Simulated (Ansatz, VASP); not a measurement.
# KZnF3: VASP beside Ansatz

Contents of INCAR:

```
SYSTEM = KZnF3
PREC = Accurate
ENCUT = 520
EDIFF = 1E-6
ISMEAR = -1
SIGMA = 0.05
LREAL = .False.
LASPH = .True.
NELM = 80
ALGO = Normal
ISIF = 2
LWAVE = .False.
LCHARG = .False.
GGA = PS
NBANDS = 29
```

Contents of KPOINTS:

```
Automatic mesh
0
Gamma
  7 7 7
  0 0 0
```

File POSCAR:

```
KZnF3
1.0
    4.0500000000      0.0000000000      0.0000000000
    0.0000000000      4.0500000000      0.0000000000
    0.0000000000      0.0000000000      4.0500000000
Zn K F
1 1 3
Direct
    0.5000000000      0.5000000000      0.5000000000
    0.0000000000      0.0000000000      0.0000000000
    0.5000000000      0.0000000000      0.5000000000
    0.0000000000      0.5000000000      0.5000000000
    0.5000000000      0.5000000000      0.0000000000
```

Contents of input.yaml:

```yaml
crystal:
  lattice:
    - [4.05, 0.0, 0.0]
    - [0.0, 4.05, 0.0]
    - [0.0, 0.0, 4.05]
  atoms:
    - { symbol: Zn, position: [0.5, 0.5, 0.5] }
    - { symbol: K, position: [0.0, 0.0, 0.0] }
    - { symbol: F, position: [0.5, 0.0, 0.5] }
    - { symbol: F, position: [0.0, 0.5, 0.5] }
    - { symbol: F, position: [0.5, 0.5, 0.0] }
kpoints:
  mp_grid: { grid: [7, 7, 7] }
  band_path:
    path:
      - [0.0, 0.0, 0.0]
      - [0.0, 0.5, 0.0]
      - [0.5, 0.5, 0.0]
      - [0.0, 0.0, 0.0]
      - [0.5, 0.5, 0.5]
      - [0.0, 0.5, 0.0]
    npoints: 8
scf:
  occupations: { method: fermi_dirac, width: 0.05 }
hamiltonian:
  xc: pbesol
  pseudopotentials: { kind: all_electron, lapw: { basis_error: 0.002 } }
output:
  forces: true
  stress: true
  eigenvalues: true
```

Alike in both runs: functional PBEsol; k mesh 7 × 7 × 7; occupations fermi-dirac, width 0.05 eV; no spin polarisation.

|  | VASP | Ansatz |
| --- | --- | --- |
| version | VASP 6.6.1 | Ansatz 0.2.0 |
| potentials or method | VASP PAW PBE potentials, release 64 (Zn, K_sv, F) | all-electron LAPW, scalar-relativistic |
| plane-wave cutoff (eV) | 520 | see its input |
| task | single point | band structure |

```csv
,VASP,Ansatz,Ansatz less VASP
gap on the k mesh at the Fermi level (eV),3.75,3.84,+0.091
least direct gap on the mesh (eV),5.50,5.53,+0.033
pressure (GPa),0.5,0.1,-0.48
```

Ansatz ran all-electron here, so the differences hold the error of VASP's frozen core and of both bases.

Caveats: the PAW data sets were made with another functional, which shifts forces and pressure a little (VASP); an odd mesh through Γ misses points on the zone boundary, where band edges often lie (VASP); the mesh misses the band edges, which the band path finds closer together (Ansatz). PBEsol gaps usually lie below the measured ones, often by a third to a half.
